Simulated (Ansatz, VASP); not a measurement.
Two plane-wave programs on Au

```xyz
4
Lattice="2.4980 -2.5616 0.0000 2.4980 2.5616 0.0000 0.0000 0.0000 5.5944" Properties=species:S:1:pos:R:3 pbc="T T T"
Au    2.4980    1.2808    0.6993
Au    2.4980   -1.2808    2.0979
Au    2.4980   -1.2808    4.8951
Au    2.4980    1.2808    3.4965
```

Alike in both runs: functional r2SCAN; k mesh 4 × 4 × 4; occupations gaussian, width 0.1 eV; no spin polarisation.

Ansatz relaxed the structure, and its values are those at the end. VASP's run is a single point on that final structure, the one shown.

|  | VASP | Ansatz |
| --- | --- | --- |
| version | VASP 6.6.1 | Ansatz 0.2.0 |
| potentials or method | VASP PAW PBE potentials, release 64 (Au) | scalar-relativistic, plane waves, PAW |
| plane-wave cutoff (eV) | 520 | 500 |
| valence electrons in the cell | 44 | 76 |

Ansatz gave:

```
gap on the k mesh at the Fermi level (eV) : none
pressure (GPa)                            : 0.0
```

Question: Which values does VASP return?

Answer: gap on the k mesh at the Fermi level (eV): none; pressure (GPa): 0.3.

A gap of «none» marks a metal or a gap that the smearing closes. The two sets of potentials don't hold the same shells in valence.

Caveats: the k mesh is coarse (spacing up to 0.44 Å⁻¹), so the values aren't converged; the PAW data sets were made with another functional, which shifts forces and pressure a little (VASP). Spin-orbit coupling is left out, which matters for the levels of Au.
